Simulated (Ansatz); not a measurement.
Sn under changes of volume

One of the cells (28.673 Å³/atom); the others are scaled copies at fixed shape and fractional positions:

```
Sn
1.0
    -1.72654    1.77555    2.33834
     1.72654   -1.77555    2.33834
     1.72654    1.77555   -2.33834
Sn
1
Direct
  0.00000 0.00000 0.00000
```

This isn't the form of Sn at room conditions, which is tetragonal (white tin).

| Quantity | Value |
| --- | --- |
| Program | Ansatz 0.2.0 |
| Functional | PBEsol |
| Potentials or basis | Ansatz PAW |
| Cutoff | 420 eV (not typed: the program's choice for these potentials) |
| k mesh | 11 × 11 × 11 |
| Occupations | fermi-dirac, width 0.05 eV |
| Spin | no spin polarisation |

| volume (Å³/atom) | energy over the lowest point (meV/atom) | pressure (GPa) |
| --- | --- | --- |
| 26.953 | 0.00 | -0.8 |
| 27.526 | 4.65 | -1.8 |
| 28.100 | 12.89 | -2.8 |
| 28.673 | 24.28 | -3.6 |
| 29.247 | ? | ? |
| 29.820 | 55.10 | -5.0 |
| 30.394 | 73.90 | -5.5 |

What does the run at 29.247 Å³/atom give?

Energy over the lowest point 38.47 meV/atom; pressure -4.3 GPa.

Worked out: A Birch-Murnaghan fit of order 3 (a polynomial in V^(-2/3)) to the other rows has its minimum at 26.59 Å³/atom, just outside them, with B0 = V·E''(V) = 57 GPa and B' = 4.9 at fixed shape and positions, which overstates the stiffness. It gives 38.48 meV/atom at 29.247 Å³/atom, against the run's 38.47, and -dE/dV = -4.3 GPa, against -4.3.

Energies are extrapolated to zero smearing.

Caveats: the PAW data sets come from PBE, with cores solved anew for the run's functional, which leaves a small shift of forces and pressure.
